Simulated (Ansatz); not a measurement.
**ZnSe: stiffness from a series of strains**

```xyz
2
Lattice="0.0000 2.8338 2.8338 2.8338 0.0000 2.8338 2.8338 2.8338 0.0000" Properties=species:S:1:pos:R:3 pbc="T T T"
Zn    0.0000    0.0000    0.0000
Se    4.2507    4.2507    4.2507
```

Atoms are numbered in the order listed.

The geometry is COD entry 9008857, unchecked; take it as a test cell.

Computed with Ansatz 0.2.0, DFT, LDA, all-electron LAPW, scalar-relativistic.

Settings: a Γ-centred 8×8×8 k mesh, Fermi–Dirac smearing of 0.03 eV, basis error target 1 meV/atom, no spin polarisation.

The strain is applied along the Cartesian axes of the cell as listed (the other components stay zero). Fractional coordinates are held (clamped ions).

σ is the change of stress from the unstrained cell, which is at -3.37 GPa; tension is positive, so slopes are stress–strain coefficients at that pressure.

Only quantities that a quadratic follows smoothly over the whole series are listed; rougher ones are left out.

```csv
εzz,σzz (GPa),σxx (GPa)
-0.0300,-2.56,-1.43
-0.0100,-0.83,-0.44
0.0000,0.00,0.00
0.0100,0.81,0.41
0.0200,1.61,0.79
0.0300,2.38,1.13
```

Q: Fit the series and read off the stiffness at zero strain.

A: Least-squares fits y = p0 + p1 x + p2 x² to the rows give σzz (GPa): p1 = 82.3, p2 = -100; σxx (GPa): p1 = 42.7, p2 = -170. So C11 = 82 GPa and C12 = 43 GPa, which gives B = (C11 + 2 C12)/3 = 56 GPa.

Q: One run, at εzz = -0.0200, is withheld. Predict its row.

A: The fits give -1.69, -0.92; the run gave -1.69, -0.92.
